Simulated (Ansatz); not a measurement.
# HgTe (I-4m2) in Ansatz: single point with PBEsol

Aim: the single point of HgTe with PBEsol.

All numbers are computed with Ansatz 0.2.0; they aren't measurements. Logs are shortened: lines on timing, memory, paths and dates and some standing lists are left out, and cuts for length are marked.

**1. Starting point**

It takes space group I-4m2 (No. 119, tetragonal). Conventional cell: a = 6.091 Å, b = 6.091 Å, c = 3.119 Å, α = 90.00°, β = 90.00°, γ = 90.00°. Hg (site symmetry -4m2) has 2 Hg at 3.12 Å and 4 Te at 3.14 Å as nearest neighbours. Te (site symmetry -4m2) is surrounded by 2 Te at 3.12 Å and 4 Hg at 3.14 Å.

Measurements of this composition are mostly on another form, of space group No. 216.

**2. Single point, PBEsol**

input.yaml reads:

```yaml
crystal:
  lattice:
    - [-3.045603, 3.045603, 1.55941]
    - [3.045603, -3.045603, 1.55941]
    - [3.045603, 3.045603, -1.55941]
  atoms:
    - { symbol: Hg, position: [0.75, 0.25, 0.5] }
    - { symbol: Te, position: [0.0, 0.0, 0.0] }
kpoints:
  mp_grid: { grid: [8, 8, 8] }
scf:
  occupations: { method: fermi_dirac, width: 0.05 }
hamiltonian:
  xc: pbesol
  pseudopotentials: { kind: all_electron, datasets: crystal }
output:
  forces: true
  stress: true
  eigenvalues: true
```

Potentials or basis: all-electron PAW datasets made for the crystal.

On the command line:

```console
ansatz run input.yaml --threads 2 --pin off --max-ram 8192MiB --backend cpu --events-out ev --progress --plain --runs-dir out
```

What it wrote:

```text
Warning: RAYON_NUM_THREADS=2 ignored (pool sized by the plan → 2); use --threads N
hamiltonian.pseudopotentials.datasets: crystal makes datasets for this crystal and solves the spheres of its atoms anew in each pass: cutoff 240.0 eV, the density's 960.0 eV; for an error of 0.50 meV an atom under PBE, 1.0 meV for the cell; an energy difference from a run of another recipe may be off by several times the error for the cell, under r2SCAN by more, where some 0.1 meV an atom stays at smaller errors; Te in spheres of 1.376 Å, 6 of its electrons in bands, 10 on its site; Hg in spheres of 1.376 Å, 12 of its electrons in bands; only band paths and densities of states list, in semicore columns, the levels of the semicore shells that are solved separately: 4d of Te
Engine: ansatz 0.2.0, aarch64-unknown-linux-gnu
Pseudopotentials: kind: all_electron
Pseudopotential: Hg, paw, valence charge 12, recommended cutoff 240 eV (normal), crystal/all_electron/pbesol/scalar/gaussian/Hg, Koelling and Harmon's equation, gaussian nucleus
Pseudopotential: Te, paw, valence charge 16, recommended cutoff 240 eV (normal), crystal/all_electron/pbesol/scalar/gaussian/Te, Koelling and Harmon's equation, gaussian nucleus
Functional definition: PBEsol
  exchange = pbesol_x
  correlation = pbesol_c
Crystal: 2 atoms, lattice volume = 57.858 Å³
Basis set: ecut = 240 eV, 475 PW (Γ), exchange–correlation on 48×48×48 points (8 copies of the dense FFT grid, shifted against one another)
Bands: 13, of which v1, the nominal top of the filled ones, is band 9 counted from 1 (8 counted from 0)
Symmetry: 8 space group operations
Space group: I-4m2 (ITA 119), of the structure as read, at distance tolerance 3.9e-5 Å
k-points: 59 of 512 (time reversal used)
Non-local potential: Hg, projectors of the file, l = 0: 1, l = 1: 1, l = 2: 2
Non-local potential: Te, projectors of the file, l = 0: 1, l = 1: 1
PAW form: soft (Blöchl's): semilocal exchange-correlation on the pseudo side does not see the compensation charge
PAW one-centre angular grid: Hg, 590 points (default); XC on its mesh's 1813 points in the sphere
PAW one-centre angular grid: Te, 110 points (default); XC on its mesh's 1857 points in the sphere
Initial density: superposition of atomic densities (neutral atoms: chi_scale 0, normalization atom)
Initial wavefunctions: pseudopotential atomic-orbital guess
Functional: x = pbesol(κ = 0.804, μ = 0.12345679012345678), c = pbesol(β = 0.046)
iter 1 solved again at ethr=3.65e-3 eV; its pass at ethr=1.00e-1 eV (dr2=6.56e-1 eV) is discarded
SCF iter   1: F=—  HF=-718490.576511 eV  |F-HF|=—  |Δ(HF+E_count)|=         —  Δρ=2.12e-2  dr2=5.52e-1  ethr=3.65e-3  ⟨swp⟩=4.6  Hψ=4764  notcnv=0
preconditioner: auto → none  [metal: Δε(μ)=0.148 eV  Ē_g=9.654 eV  σ=0.050 eV  W_gap=0.48  n_scr=8 (ndim 8)  ℏωp=20.7 eV  f_vac=0.000  D(μ)=0.66/eV (n_scr^D=0)  sad-step TF]
SCF iter   2: F=—  HF=-718490.464029 eV  |F-HF|=—  |Δ(HF+E_count)|=   1.12e-1  Δρ=1.18e-2  dr2=1.76e-1  ethr=3.07e-3  ⟨swp⟩=2.3  Hψ=1552  notcnv=0  defer=1
iter 3 solved again at ethr=5.49e-5 eV; its pass at ethr=9.78e-4 eV (dr2=9.88e-3 eV) is discarded
SCF iter   3: F=—  HF=-718490.407939 eV  |F-HF|=—  |Δ(HF+E_count)|=   5.61e-2  Δρ=3.64e-3  dr2=1.00e-2  ethr=5.49e-5  ⟨swp⟩=2.0  Hψ=3750  notcnv=0  defer=2
SCF iter   4: F=—  HF=-718490.408338 eV  |F-HF|=—  |Δ(HF+E_count)|=   4.00e-4  Δρ=1.01e-3  dr2=8.32e-4  ethr=5.49e-5  ⟨swp⟩=3.0  Hψ=1696  notcnv=0
SCF iter   5: F=—  HF=-718490.410473 eV  |F-HF|=—  |Δ(HF+E_count)|=   2.14e-3  Δρ=3.80e-4  dr2=1.75e-4  ethr=4.62e-6  ⟨swp⟩=3.0  Hψ=1986  notcnv=0
SCF iter   6: F=—  HF=-718490.410433 eV  |F-HF|=—  |Δ(HF+E_count)|=   4.05e-5  Δρ=8.65e-5  dr2=6.84e-6  ethr=9.71e-7  ⟨swp⟩=3.0  Hψ=1440  notcnv=0
SCF iter   7: F=—  HF=-718490.410432 eV  |F-HF|=—  |Δ(HF+E_count)|=   1.32e-6  Δρ=1.33e-5  dr2=2.21e-7  ethr=3.80e-8  ⟨swp⟩=3.0  Hψ=1461  notcnv=0
SCF iter   8: F=-718490.410432 eV  HF=-718490.410432 eV  |F-HF|=2.10e-9  |Δ(HF+E_count)|=   4.61e-8  Δρ=2.25e-6  dr2=3.14e-9  ethr=1.23e-9  ⟨swp⟩=3.0  Hψ=1614  notcnv=0
SCF 1 converged in 8 iterations: F = -718490.410431 eV  dr2 = 3.14e-9
  Residual-converged pass: ⟨swp⟩=3.5  Hψ=1860  notcnv=0  max |occ|·‖R‖ = 5.2e-6 eV (tolerance 5.3e-6 eV)  dr2=3.57e-9  dr2_onsite=1.73e-9  max |Δocc| = 7.2e-11
SCF converged after 8 iterations
Free energy (F): -718490.410431 eV
Harris-Foulkes:  -718490.410431 eV  (|F-HF|=2.10e-9)
Internal energy: -718490.405563 eV  (E = F + TS)
E sigma→0 (E₀):  -718490.407997 eV
Entropy (-TS):   -0.004869 eV (-2.434 meV/atom)
Past the cutoff: the bands carry plane waves up to 1.75 times it, of which those up to 1.5 times it add -0.000293 eV an atom, each by itself; the spheres take 0.000661 eV an atom off the energy for waves past 1.75 times it
By the cutoff:   a pressure is off by up to 0.009 GPa (1.2 times the spheres' own share and the shells' term, over an atom's volume, and 0.004 GPa: a bound that held against runs at twice the plane waves)
Past the cutoffs: a stress includes 0.0011 GPa for waves and charges beyond them, in addition to the slope of what the spheres take
In the spheres:  the bands' charges fall short by 6.0e-6 e at most (sound up to 1e-3), those of shells solved beside the bands by 3.5e-7 e (sound up to 5e-4)
Fermi energy:    13.347035 eV
--- Per-component energies (eV) ---
  E_band       = 134.926481
  E_kinetic    = 232.385569
  E_local      = -1916.261438  (includes V_loc(G=0)·N_el)
  E_nonlocal   = 346.439643
  E_hartree    = 906.976186
  E_xc         = -164.317739
  E_vxc        = -177.815340  (∫ρ·V_xc dr)
  E_paw        = -722132.628135  (= ΣΔE_a)
  E_vpaw       = -7054.502525  (= ΣTr[D̂ρ^β])
  E_ewald      = -2653.730170
  E_smearing   = -0.004869  (= −TS)
  E_closure    = 6890.730522  (closes the sum)
  Σ components = -718490.410431   (vs F -718490.410431, Δ=0.00e0)
  The terms above E_closure are by the made datasets' own strengths, without shells solved beside the bands.
--- Forces (eV/Å), atoms counted from 1 ---
  atom   1  Hg     0.00000000     0.00000000    -0.00000000
  atom   2  Te     0.00000000     0.00000000     0.00000000
  max |Σ_I F_I| component: 4.16e-17 eV/Å
--- Stress (GPa, compression-positive) ---
       -4.018946       0.000000       0.000000
        0.000000      -4.018946       0.000000
        0.000000       0.000000      -3.070265
  P = ⅓ Tr σ = -3.7027 GPa (-37.027 kbar)
  It holds what live shells' own plane waves past their cutoff add
--- Band table (eV; the first three rows and the last of 59) ---
  k-point 0: bands = ["0.8252", "5.9506", "6.6469", "6.7263", "7.1663", "7.1663", "9.8437", "10.8641", "10.8641", "16.7415", "17.8919"]
  k-point 1: bands = ["0.8893", "5.9469", "6.6505", "6.6716", "7.1648", "7.1760", "8.9624", "11.0475", "11.7726", "16.6929", "17.9593"]
  k-point 2: bands = ["1.0567", "5.9342", "6.5527", "6.6182", "7.1624", "7.1957", "7.9528", "11.5295", "12.9238", "16.5695", "17.3194"]
  k-point 58: bands = ["1.4364", "5.9112", "6.9448", "7.1964", "7.1964", "7.2120", "8.9340", "8.9741", "8.9741", "16.4113", "20.6474"]
```

It took 6.5 s on 2 threads of Arm Neoverse V1, shared host; peak memory 0.54 GiB.

What came out:

* Free energy: -718490.4104 eV
* Pressure: -3.7 GPa
* Band gap on the k mesh: none (metal or under the smearing width)

Stress tensor (GPa, compression positive):
```
-4.02  0.00  0.00
 0.00 -4.02  0.00
 0.00  0.00 -3.07
```

Caveat: the k mesh is thin for a metal, which can move the energy by tens of meV per atom. Spin-orbit coupling is left out, which matters for the levels of Hg, Te.
